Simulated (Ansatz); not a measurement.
# Sb: which structure wins, with spin-orbit coupling

Aim: relax Sb in several structures (fcc, bcc, hcp, sc, diamond) and rank them by energy, with spin-orbit coupling. The runs shown use LAPW. Companion runs by PAW are cited.

Method: DFT, PBE, all-electron LAPW, Dirac equation with spin-orbit coupling, in Ansatz 0.2.0.

## 1. The structure to begin with

The structure is cubic, space group Fm-3m (No. 225). Conventional cell: a = 4.796 Å, b = 4.796 Å, c = 4.796 Å, α = 90.00°, β = 90.00°, γ = 90.00°. Sb (site symmetry m-3m) has 12 Sb at 3.39 Å as nearest neighbours.

Coordinates:

```cif
data_structure
_symmetry_space_group_name_H-M 'Fm-3m'
_symmetry_Int_Tables_number 225
_cell_length_a 4.7963
_cell_length_b 4.7963
_cell_length_c 4.7963
_cell_angle_alpha 90.000
_cell_angle_beta 90.000
_cell_angle_gamma 90.000
_cell_volume 110.34
loop_
_atom_site_label
_atom_site_type_symbol
_atom_site_symmetry_multiplicity
_atom_site_Wyckoff_symbol
_atom_site_fract_x
_atom_site_fract_y
_atom_site_fract_z
_atom_site_occupancy
Sb1 Sb 4 a 0.00000 0.00000 0.00000 1
```

The file gives the conventional cell by its symmetry; the runs use the cell typed in the input.

## 2. Fcc relaxed, LAPW

input.yaml

```yaml
crystal:
  lattice:
    - [0.0, 2.3981479053, 2.3981479053]
    - [2.3981479053, 0.0, 2.3981479053]
    - [2.3981479053, 2.3981479053, 0.0]
  atoms:
    - { symbol: Sb, position: [0.0, 0.0, 0.0] }
kpoints:
  mp_grid: { grid: [15, 15, 15] }
scf:
  occupations: { method: fermi_dirac, width: 0.05 }
hamiltonian:
  xc: pbe
  pseudopotentials: { kind: all_electron, lapw: { basis_error: 0.0005 } }
output:
  forces: true
  stress: true
  eigenvalues: true
  populations: true
relax:
  f_tol: 0.005
  max_steps: 25
  cell: {}
magnetization:
  noncollinear: true
  spin_orbit: true
```

On the command line:

```
> ansatz run input.yaml --threads 2 --pin off --max-ram 5120MiB --backend cpu --events-out ev --progress --plain --runs-dir out
```

Standard output, cut to the lines that bear on the results:

```text
[...]
Sb: projections on atomic orbitals take those of the free atom 1s2 2s2 2p6 3s2 3p6 3d10 4s2 4p6 4d10 5s2 5p3, of charge +0.00 (hamiltonian.pseudopotentials.projection_atoms)
LAPW: plane waves up to 6.860 Å⁻¹, error target 5.0e-4 eV per atom; Dirac's equation on spinors; Sb in spheres of 1.645 Å, 23 of its electrons in bands
[...]
Pseudopotentials: kind: all_electron
Pseudopotential: Sb, LAPW, valence charge 23, Dirac's equation, gaussian nucleus
Functional definition: PBE
[...]
non-collinear run that drives no moment, with spin-orbit: no starting moment large enough to seed its density (crystal.atoms[].spin), no starting occupations that ask for one, no magnetisation constraint and no magnetic field, so the semilocal B_xc is pinned to zero
Crystal: 1 atoms, lattice volume = 27.584 Å³
Basis set: ecut = 179.27236932177985 eV, 169 PW (Γ), exchange–correlation at level 2
Bands: 32, of which v1, the nominal top of the filled ones, is band 23 counted from 1 (22 counted from 0)
Symmetry: 48 space group operations + 48 with time reversal
Magnetic group: BNS 225.117 (UNI 1619), of the structure as read, at distance tolerance 3.0e-5 Å
k-points: 120 of 3375
[...]
SCF iter   1: F=—  HF=-176423.789827 eV  |F-HF|=—  |Δ(HF+E_count)|=         —  Δρ=4.86e-3  dr2=4.65e-3  dr2_m=0.00e0 (ungated)  ethr=1.99e-5  |M|=0.00e0 ∫|m|=0.00e0 μB  β_m=0.30  ⟨swp⟩=3.9  Hψ=27442  notcnv=0
[...]
relax step   2: F+E_penalty+E_count = -176423.78340923 eV  Δ(F+E_penalty+E_count) = -6.112e-10 eV  max|allowed force component| = 0.000e0 eV/Å  Δτ_max = 0.0000 Å  P = +0.000 GPa  Ω = 27.584 Å³  stress off target by 1.05e-5 GPa  SCF on the basis re-selected at this cell (its energy is not [...]
SCF converged after 2 iterations
Magnetization: |M| = 0.0000 μB,  M = (+0.0000, +0.0000, +0.0000) μB
Absolute magnetization: 0.0000 μB (∫|m|)
  site 0: m = (+0.0000, +0.0000, +0.0000) μB, |m| = 0.0000 μB  (R = 1.64 Å)
Free energy (F): -176423.783409 eV
[...]
E sigma→0 (E₀):  -176423.781224 eV
Entropy (-TS):   -0.004371 eV (-4.371 meV/atom)
Fermi energy:    14.191785 eV
[...]
--- Forces (eV/Å), atoms counted from 1 ---
  atom   1  Sb    -0.00000000     0.00000000    -0.00000000
[...]
--- Stress (GPa, compression-positive) ---
        0.000011      -0.000000      -0.000000
       -0.000000       0.000011       0.000000
       -0.000000       0.000000       0.000011
  P = ⅓ Tr σ = 0.0000 GPa (0.000 kbar)
--- Band table (eV; the first three rows and the last of 120) ---
[...]
--- Relaxed structure (1 steps of the walk, 1 accepted, 1 SCFs on fresh bases) ---
  F+E_penalty+E_count = -176423.78340923 eV   max|allowed force component| = 0.000e0 eV/Å   (the final SCF, on the basis selected at the relaxed cell)
  cell:  # Å, volume = 27.5840 Å³
    - [0.0, 2.3981479053, 2.3981479053]
    - [2.3981479053, 0.0, 2.3981479053]
    - [2.3981479053, 2.3981479053, 0.0]
  atoms:
    - { symbol: Sb, position: [0.0, 0.0, 0.0] }
--- Löwdin populations: 1 site ---
  site symbol       q [e]
     0     Sb     50.9308
  spilling = 0.001357 (of n_electrons = 51.000000)
```

It took 48 s on 2 threads of Intel Xeon Platinum 8488C (Sapphire Rapids), shared host; peak memory 0.56 GiB.

The steps of the relaxation:

```tsv
step	energy from step 1 (eV/cell)	largest force component (eV/Å)	pressure (GPa)	volume (Å³)
1	0.0000	0.0000	0.00	27.58
2	0.0000	0.0000	0.00	27.58
```

Step 1 is the start. Step 2 repeats the geometry before on a plane-wave basis chosen anew for that cell, so the energy can jump there without any move; the table keeps such jumps.

| input's cell | before | after | change |
| --- | --- | --- | --- |
| a (Å) | 3.391 | 3.391 | +0.0 % |
| b (Å) | 3.391 | 3.391 | +0.0 % |
| c (Å) | 3.391 | 3.391 | +0.0 % |
| volume (Å³/atom) | 27.58 | 27.58 | +0.0 % |

This run gives: pressure 0.00 GPa; no gap.

## 3. Bcc relaxed, LAPW

Changes to input.yaml since step 2:

```diff
@@ -2,5 +2,5 @@
   lattice:
-    - [0.0, 2.3981479053, 2.3981479053]
-    - [2.3981479053, 0.0, 2.3981479053]
-    - [2.3981479053, 2.3981479053, 0.0]
+    - [-1.8957677943, 1.8957677943, 1.8957677943]
+    - [1.8957677943, -1.8957677943, 1.8957677943]
+    - [1.8957677943, 1.8957677943, -1.8957677943]
   atoms:
```

On the command line:

```
> ansatz run input.yaml --threads 2 --pin off --max-ram 5120MiB --backend cpu --events-out ev --progress --plain --runs-dir out
```

Standard output, cut to the lines that bear on the results:

```text
[...]
Sb: projections on atomic orbitals take those of the free atom 1s2 2s2 2p6 3s2 3p6 3d10 4s2 4p6 4d10 5s2 5p3, of charge +0.00 (hamiltonian.pseudopotentials.projection_atoms)
LAPW: plane waves up to 7.167 Å⁻¹, error target 5.0e-4 eV per atom; Dirac's equation on spinors; Sb in spheres of 1.593 Å, 23 of its electrons in bands
[...]
[... 3 set-up lines as earlier in the session ...]
[...]
non-collinear run that drives no moment, with spin-orbit: no starting moment large enough to seed its density (crystal.atoms[].spin), no starting occupations that ask for one, no magnetisation constraint and no magnetic field, so the semilocal B_xc is pinned to zero
Crystal: 1 atoms, lattice volume = 27.253 Å³
Basis set: ecut = 195.70710301248872 eV, 177 PW (Γ), exchange–correlation at level 2
[...]
Fermi energy:    14.318485 eV
[...]
--- Forces (eV/Å), atoms counted from 1 ---
  atom   1  Sb    -0.00000000    -0.00000000     0.00000000
[...]
--- Stress (GPa, compression-positive) ---
       -0.008609      -0.000000      -0.000000
       -0.000000      -0.008609       0.000000
       -0.000000       0.000000      -0.008609
  P = ⅓ Tr σ = -0.0086 GPa (-0.086 kbar)
--- Band table (eV; the first three rows and the last of 120) ---
[...]
--- Relaxed structure (1 steps of the walk, 1 accepted, 1 SCFs on fresh bases) ---
  F+E_penalty+E_count = -176423.85789323 eV   max|allowed force component| = 0.000e0 eV/Å   (the final SCF, on the basis selected at the relaxed cell)
  cell:  # Å, volume = 27.2531 Å³
    - [-1.8957677943, 1.8957677943, 1.8957677943]
    - [1.8957677943, -1.8957677943, 1.8957677943]
    - [1.8957677943, 1.8957677943, -1.8957677943]
  atoms:
    - { symbol: Sb, position: [0.0, 0.0, 0.0] }
--- Löwdin populations: 1 site ---
  site symbol       q [e]
     0     Sb     50.9380
  spilling = 0.001216 (of n_electrons = 51.000000)
```

Run time: 44 s. Hardware: 2 threads of Intel Xeon Platinum 8488C (Sapphire Rapids), shared host; peak memory 0.57 GiB.

Step by step:

```tsv
step	energy from step 1 (eV/cell)	largest force component (eV/Å)	pressure (GPa)	volume (Å³)
1	0.0000	0.0000	-0.01	27.25
2	0.0000	0.0000	-0.01	27.25
```

Step 1 is the start. Step 2 repeats the geometry before on a plane-wave basis chosen anew for that cell, so the energy can jump there without any move; the table keeps such jumps.

| input's cell | before | after | change |
| --- | --- | --- | --- |
| a (Å) | 3.284 | 3.284 | +0.0 % |
| b (Å) | 3.284 | 3.284 | +0.0 % |
| c (Å) | 3.284 | 3.284 | +0.0 % |
| volume (Å³/atom) | 27.25 | 27.25 | +0.0 % |

In short: pressure -0.01 GPa; no gap.

## 4. Hcp relaxed, LAPW

input.yaml

```yaml
crystal:
  lattice:
    - [3.3830913534, 0.0, 0.0]
    - [-1.6915456767, 2.9298430553, 0.0]
    - [0.0, 0.0, 5.5574815459]
  atoms:
    - { symbol: Sb, position: [0.3333333333, 0.6666666667, 0.25] }
    - { symbol: Sb, position: [0.6666666667, 0.3333333333, 0.75] }
kpoints:
  mp_grid: { grid: [14, 14, 8] }
scf:
  occupations: { method: fermi_dirac, width: 0.05 }
hamiltonian:
  xc: pbe
  pseudopotentials: { kind: all_electron, lapw: { basis_error: 0.0005 } }
output:
  forces: true
  stress: true
  eigenvalues: true
  populations: true
relax:
  f_tol: 0.005
  max_steps: 25
  cell: {}
magnetization:
  noncollinear: true
  spin_orbit: true
```

On the command line:

```
> ansatz run input.yaml --threads 2 --pin off --max-ram 5120MiB --backend cpu --events-out ev --progress --plain --runs-dir out
```

Standard output, cut to the lines that bear on the results:

```text
[...]
Sb: projections on atomic orbitals take those of the free atom 1s2 2s2 2p6 3s2 3p6 3d10 4s2 4p6 4d10 5s2 5p3, of charge +0.00 (hamiltonian.pseudopotentials.projection_atoms)
LAPW: plane waves up to 6.883 Å⁻¹, error target 5.0e-4 eV per atom; Dirac's equation on spinors; Sb in spheres of 1.641 Å, 23 of its electrons in bands
[...]
[... 3 set-up lines as earlier in the session ...]
[...]
non-collinear run that drives no moment, with spin-orbit: no starting moment large enough to seed its density (crystal.atoms[].spin), no starting occupations that ask for one, no magnetisation constraint and no magnetic field, so the semilocal B_xc is pinned to zero
Crystal: 2 atoms, lattice volume = 55.085 Å³
Basis set: ecut = 180.4869684702332 eV, 313 PW (Γ), exchange–correlation at level 2
[...]
  atom   2  Sb     0.00000000    -0.00000000     0.00000000
[...]
--- Stress (GPa, compression-positive) ---
       -0.017527       0.000000      -0.000000
        0.000000      -0.017527      -0.000000
       -0.000000      -0.000000       0.020401
  P = ⅓ Tr σ = -0.0049 GPa (-0.049 kbar)
--- Band table (eV; the first three rows and the last of 120) ---
[...]
--- Relaxed structure (1 steps of the walk, 1 accepted, 1 SCFs on fresh bases) ---
  F+E_penalty+E_count = -352847.62769923 eV   max|allowed force component| = 2.024e-18 eV/Å   (the final SCF, on the basis selected at the relaxed cell)
  cell:  # Å, volume = 55.0853 Å³
    - [3.3830913533608107, 0.0, 0.0]
    - [-1.6915456766804053, 2.929843055333939, 0.0]
    - [0.0, 0.0, 5.5574815459]
  atoms:
    - { symbol: Sb, position: [0.3333333333333334, 0.6666666666666669, 0.25] }
    - { symbol: Sb, position: [0.6666666666666666, 0.3333333333333334, 0.7500000000000001] }
--- Löwdin populations: 2 sites ---
  site symbol       q [e]
     0     Sb     50.9350
     1     Sb     50.9350
  spilling = 0.001275 (of n_electrons = 102.000000)
```

Wall time 2.1 min (2 threads of Intel Xeon Platinum 8488C (Sapphire Rapids), shared host); peak memory 1 GiB.

The steps of the relaxation:

```tsv
step	energy from step 1 (eV/cell)	largest force component (eV/Å)	pressure (GPa)	volume (Å³)
1	0.0000	0.0000	0.00	55.09
2	0.0000	0.0000	0.00	55.09
```

Step 1 is the start. Step 2 repeats the geometry before on a plane-wave basis chosen anew for that cell, so the energy can jump there without any move; the table keeps such jumps.

| input's cell | before | after | change |
| --- | --- | --- | --- |
| a (Å) | 3.383 | 3.383 | +0.0 % |
| b (Å) | 3.383 | 3.383 | +0.0 % |
| c (Å) | 5.557 | 5.557 | -0.0 % |
| volume (Å³/atom) | 27.54 | 27.54 | -0.0 % |

Result: pressure 0.00 GPa; no gap.

## 5. Sc relaxed, LAPW

input.yaml

```yaml
crystal:
  lattice:
    - [3.11012021, 0.0, 0.0]
    - [0.0, 3.11012021, 0.0]
    - [0.0, 0.0, 3.11012021]
  atoms:
    - { symbol: Sb, position: [0.0, 0.0, 0.0] }
kpoints:
  mp_grid: { grid: [13, 13, 13] }
scf:
  occupations: { method: fermi_dirac, width: 0.05 }
hamiltonian:
  xc: pbe
  pseudopotentials: { kind: all_electron, lapw: { basis_error: 0.0005 } }
output:
  forces: true
  stress: true
  eigenvalues: true
  populations: true
relax:
  f_tol: 0.005
  max_steps: 25
  cell: {}
magnetization:
  noncollinear: true
  spin_orbit: true
```

On the command line:

```
> ansatz run input.yaml --threads 2 --pin off --max-ram 5120MiB --backend cpu --events-out ev --progress --plain --runs-dir out
```

Standard output, cut to the lines that bear on the results:

```text
[...]
Sb: projections on atomic orbitals take those of the free atom 1s2 2s2 2p6 3s2 3p6 3d10 4s2 4p6 4d10 5s2 5p3, of charge +0.00 (hamiltonian.pseudopotentials.projection_atoms)
LAPW: plane waves up to 7.701 Å⁻¹, error target 5.0e-4 eV per atom; Dirac's equation on spinors; Sb in spheres of 1.508 Å, 23 of its electrons in bands
[...]
[... 3 set-up lines as earlier in the session ...]
[...]
non-collinear run that drives no moment, with spin-orbit: no starting moment large enough to seed its density (crystal.atoms[].spin), no starting occupations that ask for one, no magnetisation constraint and no magnetic field, so the semilocal B_xc is pinned to zero
Crystal: 1 atoms, lattice volume = 30.084 Å³
Basis set: ecut = 225.9532518213824 eV, 251 PW (Γ), exchange–correlation at level 2
[...]
E sigma→0 (E₀):  -176424.054275 eV
Entropy (-TS):   -0.002771 eV (-2.771 meV/atom)
Fermi energy:    12.545267 eV
[...]
--- Forces (eV/Å), atoms counted from 1 ---
  atom   1  Sb    -0.00000000     0.00000000     0.00000000
[...]
--- Stress (GPa, compression-positive) ---
        0.008253      -0.000000       0.000000
       -0.000000       0.008253       0.000000
        0.000000       0.000000       0.008253
  P = ⅓ Tr σ = 0.0083 GPa (0.083 kbar)
--- Band table (eV; the first three rows and the last of 84) ---
[...]
--- Relaxed structure (1 steps of the walk, 1 accepted, 1 SCFs on fresh bases) ---
  F+E_penalty+E_count = -176424.05566013 eV   max|allowed force component| = 0.000e0 eV/Å   (the final SCF, on the basis selected at the relaxed cell)
  cell:  # Å, volume = 30.0837 Å³
    - [3.11012021, 0.0, 0.0]
    - [0.0, 3.11012021, 0.0]
    - [0.0, 0.0, 3.11012021]
  atoms:
    - { symbol: Sb, position: [0.0, 0.0, 0.0] }
--- Löwdin populations: 1 site ---
  site symbol       q [e]
     0     Sb     50.9560
  spilling = 0.000862 (of n_electrons = 51.000000)
```

Run time: 30 s. Hardware: 2 threads of Intel Xeon Platinum 8488C (Sapphire Rapids), shared host; peak memory 0.52 GiB.

Relaxation path:

```tsv
step	energy from step 1 (eV/cell)	largest force component (eV/Å)	pressure (GPa)	volume (Å³)
1	0.0000	0.0000	0.01	30.08
2	0.0000	0.0000	0.01	30.08
```

Step 1 is the start. Step 2 repeats the geometry before on a plane-wave basis chosen anew for that cell, so the energy can jump there without any move; the table keeps such jumps.

| input's cell | before | after | change |
| --- | --- | --- | --- |
| a (Å) | 3.110 | 3.110 | -0.0 % |
| b (Å) | 3.110 | 3.110 | -0.0 % |
| c (Å) | 3.110 | 3.110 | -0.0 % |
| volume (Å³/atom) | 30.08 | 30.08 | -0.0 % |

Result: pressure 0.01 GPa; no gap.

## 6. Diamond relaxed, LAPW

Changes to input.yaml since step 5:

```diff
@@ -2,9 +2,10 @@
   lattice:
-    - [3.11012021, 0.0, 0.0]
-    - [0.0, 3.11012021, 0.0]
-    - [0.0, 0.0, 3.11012021]
+    - [0.0, 3.4974125236, 3.4974125236]
+    - [3.4974125236, 0.0, 3.4974125236]
+    - [3.4974125236, 3.4974125236, 0.0]
   atoms:
-    - { symbol: Sb, position: [0.0, 0.0, 0.0] }
+    - { symbol: Sb, position: [-0.125, -0.125, -0.125] }
+    - { symbol: Sb, position: [0.125, 0.125, 0.125] }
 kpoints:
-  mp_grid: { grid: [13, 13, 13] }
+  mp_grid: { grid: [11, 11, 11] }
 scf:
```

On the command line:

```
> ansatz run input.yaml --threads 2 --pin off --max-ram 5120MiB --backend cpu --events-out ev --progress --plain --runs-dir out
```

Standard output, cut to the lines that bear on the results:

```text
[...]
Sb: projections on atomic orbitals take those of the free atom 1s2 2s2 2p6 3s2 3p6 3d10 4s2 4p6 4d10 5s2 5p3, of charge +0.00 (hamiltonian.pseudopotentials.projection_atoms)
LAPW: plane waves up to 7.970 Å⁻¹, error target 5.0e-4 eV per atom; Dirac's equation on spinors; Sb in spheres of 1.469 Å, 23 of its electrons in bands
[...]
[... 3 set-up lines as earlier in the session ...]
[...]
non-collinear run that drives no moment, with spin-orbit: no starting moment large enough to seed its density (crystal.atoms[].spin), no starting occupations that ask for one, no magnetisation constraint and no magnetic field, so the semilocal B_xc is pinned to zero
Crystal: 2 atoms, lattice volume = 85.560 Å³
Basis set: ecut = 241.99803016935638 eV, 725 PW (Γ), exchange–correlation at level 2
[...]
  atom   1  Sb    -0.00000000     0.00000000     0.00000000
  atom   2  Sb    -0.00000000    -0.00000000    -0.00000000
[...]
--- Stress (GPa, compression-positive) ---
        0.013807       0.000000       0.000000
        0.000000       0.013807      -0.000000
        0.000000      -0.000000       0.013807
  P = ⅓ Tr σ = 0.0138 GPa (0.138 kbar)
--- Band table (eV; the first three rows and the last of 56) ---
[...]
--- Relaxed structure (1 steps of the walk, 1 accepted, 1 SCFs on fresh bases) ---
  F+E_penalty+E_count = -352847.59288529 eV   max|allowed force component| = 2.660e-17 eV/Å   (the final SCF, on the basis selected at the relaxed cell)
  cell:  # Å, volume = 85.5600 Å³
    - [0.0, 3.4974125236, 3.4974125236]
    - [3.4974125236, 0.0, 3.4974125236]
    - [3.4974125236, 3.4974125236, 0.0]
  atoms:
    - { symbol: Sb, position: [-0.125, -0.125, -0.125] }
    - { symbol: Sb, position: [0.125, 0.125, 0.125] }
--- Löwdin populations: 2 sites ---
  site symbol       q [e]
     0     Sb     50.9531
     1     Sb     50.9531
  spilling = 0.000919 (of n_electrons = 102.000000)
```

Run time: 86 s. Hardware: 2 threads of Intel Xeon Platinum 8488C (Sapphire Rapids), shared host; peak memory 0.84 GiB.

Step by step:

```tsv
step	energy from step 1 (eV/cell)	largest force component (eV/Å)	pressure (GPa)	volume (Å³)
1	0.0000	0.0000	0.01	85.56
2	0.0000	0.0000	0.01	85.56
```

Step 1 is the start. Step 2 repeats the geometry before on a plane-wave basis chosen anew for that cell, so the energy can jump there without any move; the table keeps such jumps.

| input's cell | before | after | change |
| --- | --- | --- | --- |
| a (Å) | 4.946 | 4.946 | -0.0 % |
| b (Å) | 4.946 | 4.946 | -0.0 % |
| c (Å) | 4.946 | 4.946 | -0.0 % |
| volume (Å³/atom) | 42.78 | 42.78 | -0.0 % |

Result: pressure 0.01 GPa; no gap.

## 7. The series in one table

The PAW rows are taken from companion runs at the same settings.

Free energy per atom, from each method's lowest phase:

```
method    start  space group, start → end  volume (Å³/atom)  pressure (GPa)  free energy (meV/atom)
  LAPW      fcc             Fm-3m → Fm-3m            27.584             0.0                   272.3
  LAPW      bcc             Im-3m → Im-3m            27.253             0.0                   197.8
  LAPW      hcp       P6_3/mmc → P6_3/mmc            27.543             0.0                   241.8
  LAPW       sc             Pm-3m → Pm-3m            30.084             0.0                     0.0
  LAPW  diamond             Fd-3m → Fd-3m            42.780             0.0                   259.2
   PAW      fcc             Fm-3m → Fm-3m            27.584             0.0                   272.2
   PAW      bcc             Im-3m → Im-3m            27.253             0.0                   197.8
   PAW      hcp       P6_3/mmc → P6_3/mmc            27.543             0.0                   241.7
   PAW       sc             Pm-3m → Pm-3m            30.084             0.0                     0.0
   PAW  diamond             Fd-3m → Fd-3m            42.780             0.0                   258.8
```

## 8. Results

| quantity | value |
| --- | --- |
| lowest (LAPW) | sc, 197.8 meV/atom under bcc |
| lowest (PAW) | sc, 197.8 meV/atom under bcc |

**Reading.** By LAPW the order is sc < bcc < hcp < diamond < fcc. By PAW the order is sc < bcc < hcp < diamond < fcc. The methods agree on the lowest phase. Only these structures were tried, with electrons smeared by 0.05 eV and without vibrations, so the true ground state may be another. The k meshes differ between phases and weren't tested, which can move differences by some meV.
